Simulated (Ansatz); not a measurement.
A run of Ansatz 0.2.0:

File input.yaml:

```yaml
crystal:
  lattice:
    - [1.9815661262, 1.1440577364, 6.6610334788]
    - [-1.9815661262, 1.1440577364, 6.6610334788]
    - [0.0, -2.2881154728, 6.6610334788]
  atoms:
    - { symbol: Pt, position: [0.1296666667, 0.1296666667, 0.1296666667] }
    - { symbol: Pt, position: [0.8703333333, 0.8703333333, 0.8703333333] }
    - { symbol: Te, position: [0.402, 0.402, 0.402] }
    - { symbol: Te, position: [0.598, 0.598, 0.598] }
hamiltonian:
  xc: lda
  pseudopotentials: { kind: paw }
kpoints:
  mp_grid: { grid: [6, 6, 6] }
scf:
  occupations: { method: fermi_dirac, width: 0.05 }
output:
  forces: true
  stress: true
elastic:
  mode: relaxed_ion
  stencil: two_point
```

Potentials or basis: Ansatz PAW.

Run with:

```console
$ ansatz run input.yaml --threads 2 --pin off --max-ram 5632MiB --backend cpu --events-out ev --progress --plain --runs-dir out
```

Hardware: 2 threads of Intel(R) Xeon(R) Platinum 8259CL CPU @ 2.50GHz (Skylake/Cascade Lake) (shared host).

Estimate the wall time of this run.

Wall time 2.8 min on 2 threads of Intel(R) Xeon(R) Platinum 8259CL CPU @ 2.50GHz (Skylake/Cascade Lake) (shared host), peak memory 0.62 GiB. Counts: scf iterations 286, plane waves 1775, k points 32, bands 41, ion steps 33.
